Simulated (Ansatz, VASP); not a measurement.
## One calculation of Ti, two programs

```xyz
1
Lattice="-1.6410 1.6410 1.6410 1.6410 -1.6410 1.6410 1.6410 1.6410 -1.6410" Properties=species:S:1:pos:R:3 pbc="T T T"
Ti    0.0000    0.0000    0.0000
```

This isn't the form of Ti at room conditions, which is hcp.

Alike in both runs: task relaxation of cell and atoms; functional PBEsol; k mesh 11 × 11 × 11; occupations fermi-dirac, width 0.05 eV; no spin polarisation.

|  | VASP | Ansatz |
| --- | --- | --- |
| version | VASP 6.6.1 | Ansatz 0.2.0 |
| potentials or method | VASP PAW PBE potentials, release 64 (Ti_sv) | Ansatz PAW |
| plane-wave cutoff (eV) | 600 | 420 |
| valence electrons in the cell | 12 | 12 |

Ansatz gave:

- gap on the k mesh at the Fermi level, each at its own relaxed structure (eV): none
- relaxed volume (Å³/atom): 16.52
- relaxed cell length with the largest relative difference (Å): 2.779
- energy change over the relaxation (meV/atom): -26

Q: What did VASP give for the same quantities?

A: gap on the k mesh at the Fermi level, each at its own relaxed structure (eV): none; relaxed volume (Å³/atom): 16.48; relaxed cell length with the largest relative difference (Å): 2.777; energy change over the relaxation (meV/atom): -27.

A gap of «none» marks a metal or a gap that the smearing closes.

Caveats: the PAW data sets were made with another functional, which shifts forces and pressure a little (VASP); the plane-wave basis is chosen anew once the cell has moved, so the energies of steps on either side of that aren't comparable (Ansatz); the PAW data sets come from PBE, with cores solved anew for the run's functional, which leaves a small shift of forces and pressure (Ansatz).
